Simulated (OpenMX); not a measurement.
**SnSe2 under changes of volume**

One of the cells (25.726 Å³/atom); the others are scaled copies at fixed shape and fractional positions:

```
Sn Se
1.0
     3.81100    0.00000    0.00000
    -1.90550    3.30042    0.00000
     0.00000    0.00000    6.13600
Sn Se
1 2
Direct
  0.00000 0.00000 0.00000
  0.66667 0.33333 0.75100
  0.33333 0.66667 0.24900
```

| Item | Value |
| --- | --- |
| Program | OpenMX 3.8.5 |
| Functional | PBE |
| Potentials or basis | OpenMX 2013 PBE set, Sn7.0-s3p2d1, Se7.0-s3p2d1, fixed grid of 45 × 45 × 84 points |
| k mesh | 9 × 9 × 5 |
| Occupations | fermi-dirac, width 0.05 eV |
| Spin | no spin polarisation |

```csv
volume (Å³/atom),energy over the lowest point (meV/atom),gap on the mesh (eV),largest force (eV/Å)
24.182,148.76,0.84,1.966
24.697,108.16,0.82,1.690
25.212,74.80,0.80,1.433
25.726,47.93,0.78,1.195
26.241,26.85,0.76,0.976
26.755,?,?,?
27.270,0.00,0.71,0.583
```

What does the run at 26.755 Å³/atom give?

Energy over the lowest point 11.05 meV/atom; gap on the mesh 0.73 eV; largest force 0.772 eV/Å.

Worked out: A Birch-Murnaghan fit of order 3 (a polynomial in V^(-2/3)) to the other rows has no minimum within the range. It gives 11.07 meV/atom at 26.755 Å³/atom, against the run's 11.05. A straight line through the other rows of the gap, of slope -1.07 eV per unit of ln V, gives 0.74 eV, against the run's 0.73.

Energies are extrapolated to zero smearing.

Caveats: the basis has few d functions beyond the semicore shells, which can make volumes several per cent too large; spin-orbit coupling is left out, which moves the levels of the heavy elements; an odd mesh through Γ misses points on the zone boundary, where band edges often lie; this functional lacks dispersion, which binds the layers, so the pressure and a relaxed spacing across them are unreliable; the basis of atomic orbitals isn't converged, which shifts pressures, moduli and gaps; forces of over 1 eV/Å show positions far from the minimum, so gaps and moduli don't describe the material at rest (some runs).
